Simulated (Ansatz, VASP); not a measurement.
## One calculation of GaN, two programs

Contents of INCAR:

```
SYSTEM = GaN
ALGO = Normal
EDIFF = 1E-7
ENCUT = 520
GGA = PE
ISIF = 2
ISMEAR = -1
LASPH = .True.
LCHARG = .False.
LREAL = .False.
LWAVE = .False.
NBANDS = 46
NELM = 60
PREC = Accurate
SIGMA = 0.05
```

Contents of KPOINTS:

```
k-points
0
Gamma
  10 10 3
  0 0 0
```

The input POSCAR:

```
GaN
1.0
    3.2115377864      0.0000000000      0.0000000000
   -1.6057688932      2.7812733083      0.0000000000
    0.0000000000      0.0000000000     10.3568400000
Ga N
4 4
Direct
   -0.0094530000     -0.0148580000      0.7839010000
    0.6788250000      0.3442820000      0.0356210000
    0.3350580000      0.6747020000      0.5351120000
   -0.0030020000      0.0094200000      0.2894580000
    0.0043100000      0.0095360000      0.0942020000
    0.6604990000      0.3283390000      0.3435770000
   -0.0007360000      0.0019370000      0.5942870000
    0.3144890000      0.6768220000      0.8449700000
```

File input.yaml:

```yaml
crystal:
  lattice:
    - [3.2115377864, 0.0, 0.0]
    - [-1.6057688932, 2.7812733083, 0.0]
    - [0.0, 0.0, 10.35684]
  atoms:
    - { symbol: Ga, position: [-0.009453, -0.014858, 0.783901] }
    - { symbol: Ga, position: [0.678825, 0.344282, 0.035621] }
    - { symbol: Ga, position: [0.335058, 0.674702, 0.535112] }
    - { symbol: Ga, position: [-0.003002, 0.00942, 0.289458] }
    - { symbol: "N", position: [0.00431, 0.009536, 0.094202] }
    - { symbol: "N", position: [0.660499, 0.328339, 0.343577] }
    - { symbol: "N", position: [-0.000736, 0.001937, 0.594287] }
    - { symbol: "N", position: [0.314489, 0.676822, 0.84497] }
hamiltonian:
  xc: pbe
  pseudopotentials: { kind: paw }
kpoints:
  mp_grid: { grid: [10, 10, 3] }
scf:
  occupations: { method: fermi_dirac, width: 0.05 }
output:
  forces: true
  stress: true
  eigenvalues: true
```

Change from the starting cell: atoms moved at random, drawn with an rms of 0.05 Å.

Alike in both runs: task single point; functional PBE; k mesh 10 × 10 × 3; occupations fermi-dirac, width 0.05 eV; no spin polarisation.

|  | VASP | Ansatz |
| --- | --- | --- |
| version | VASP 6.6.1 | Ansatz 0.2.0 |
| potentials or method | VASP PAW PBE potentials, release 64 (Ga_d, N) | Ansatz PAW |
| plane-wave cutoff (eV) | 520 | 420 |
| valence electrons in the cell | 72 | 72 |

Ansatz gave:

| Item | Value |
| --- | --- |
| gap on the k mesh at the Fermi level (eV) | 0.80 |
| least direct gap on the mesh (eV) | 0.80 |
| pressure (GPa) | -0.2 |
| largest component of the traceless stress (GPa) | 4.95 |
| rms of the force components (eV/Å) | 0.489 |

**Question.** Which values does VASP return?

**Answer.** gap on the k mesh at the Fermi level (eV): 0.80; least direct gap on the mesh (eV): 0.80; pressure (GPa): -0.2; largest component of the traceless stress (GPa): 4.89; rms of the force components (eV/Å): 0.484.

Atom by atom the forces differ by 0.007 eV/Å (rms over components).

Caveats: odd divisions of the mesh miss points on the zone boundary, where band edges often lie, so the gap on the mesh can be too wide (Ansatz); the pressure holds a Pulay correction of +0.5 GPa for the finite cutoff (Ansatz).
